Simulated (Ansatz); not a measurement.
# CuO (P1) in Ansatz: equation of state

How stiff is CuO in PBE, and what volume does it want? The cell is scaled to several volumes.

All numbers are computed with Ansatz 0.2.0; they aren't measurements. Logs are shortened: lines on timing, memory, paths and dates and some standing lists are left out, and cuts for length are marked.

**1. The structure**

The typed cell holds 2 atoms: a = 2.993 Å, b = 2.993 Å, c = 2.993 Å, α = 60.00°, β = 60.00°, γ = 60.00°.

The cell comes from a database or a generator and needn't be the stable form of this composition.

**2. Equation of state, PBE**

Potentials or basis: all-electron LAPW, scalar-relativistic.

No new run: the results of the series are fitted here.

Results:

| Item | Value |
| --- | --- |
| Equilibrium volume | 10.44 Å³/atom (rough: see the caveat) |
| Bulk modulus at fixed shape and positions | 153 GPa (rough) |

Energy against volume, from the lowest point:
| volume (Å³/atom) | energy (meV/atom) |
| --- | --- |
| 8.913 | 136.08 |
| 9.103 | 98.41 |
| 9.292 | 67.58 |
| 9.482 | 42.91 |
| 9.671 | 23.77 |
| 9.861 | 9.64 |
| 10.051 | 0.00 |

Caveat: the minimum lies outside the volumes run; the cell was scaled at fixed shape and fractional positions, which overstates the stiffness of a crystal with free parameters, most of all of layers and chains; the run has no spin polarisation, though such a crystal can be magnetic.
